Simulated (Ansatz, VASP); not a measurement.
Two plane-wave programs on AlN

```
Al N
1.0
     0.00000    2.18399    2.23859
     2.18399    0.00000    2.23859
     2.18399    2.18399    0.00000
Al N
1 1
Direct
  0.00000 0.00000 0.00000
  0.75000 0.75000 0.75000
```

Change from the starting cell: strain +0.0250 x Voigt [0, 0, 1, 0, 0, 0], atoms carried along.

Alike in both runs: task single point; functional PBE; k mesh 10 × 10 × 10; occupations gaussian, width 0.05 eV; no spin polarisation.

|  | VASP | Ansatz |
| --- | --- | --- |
| version | VASP 6.6.1 | Ansatz 0.2.0 |
| potentials or method | VASP PAW PBE potentials, release 64 (Al, N) | scalar-relativistic, plane waves, PAW |
| plane-wave cutoff (eV) | 520 | 420 |
| valence electrons in the cell | 8 | 8 |

|  | VASP | Ansatz | Ansatz less VASP |
| --- | --- | --- | --- |
| gap on the k mesh at the Fermi level (eV) | 3.23 | 3.24 | +0.008 |
| least direct gap on the mesh (eV) | 3.94 | 3.93 | -0.009 |
| pressure (GPa) | -0.4 | -0.2 | +0.27 |
| largest component of the traceless stress (GPa) | 2.37 | 2.36 | -0.014 |

With one functional, cell and mesh, what is left measures potentials, basis and numerics.

A k mesh can miss the band edges.
